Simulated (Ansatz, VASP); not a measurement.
One calculation of CuH3, two programs

```
CELL_PARAMETERS angstrom
3.22165 0.00000 0.00000
0.00000 3.22165 0.00000
0.00000 0.00000 3.22165
ATOMIC_POSITIONS crystal
Cu 0.50000 0.50000 0.50000
H 0.50000 0.50000 0.00000
H 0.50000 0.00000 0.50000
H 0.00000 0.50000 0.50000
```

Alike in both runs: functional PBE; k mesh 14 × 14 × 14; occupations gaussian, width 0.1 eV; no spin polarisation.

Ansatz relaxed the structure, and its values are those at the end. VASP's run is a single point on that final structure, the one shown.

```csv
,VASP,Ansatz
version,VASP 6.6.1,Ansatz 0.2.0
potentials or method,"VASP PAW PBE potentials, release 64 (Cu, H)","scalar-relativistic, plane waves, PAW"
plane-wave cutoff (eV),520,420
valence electrons in the cell,14,22
```

```csv
,VASP,Ansatz,Ansatz less VASP
gap on the k mesh at the Fermi level (eV),none,none,-
pressure (GPa),0.1,0.0,-0.06
```

A gap of «none» marks a metal or a gap that the smearing closes. The functional is the same, so the differences come from potentials, cutoffs and numerics. The two sets of potentials don't hold the same shells in valence.
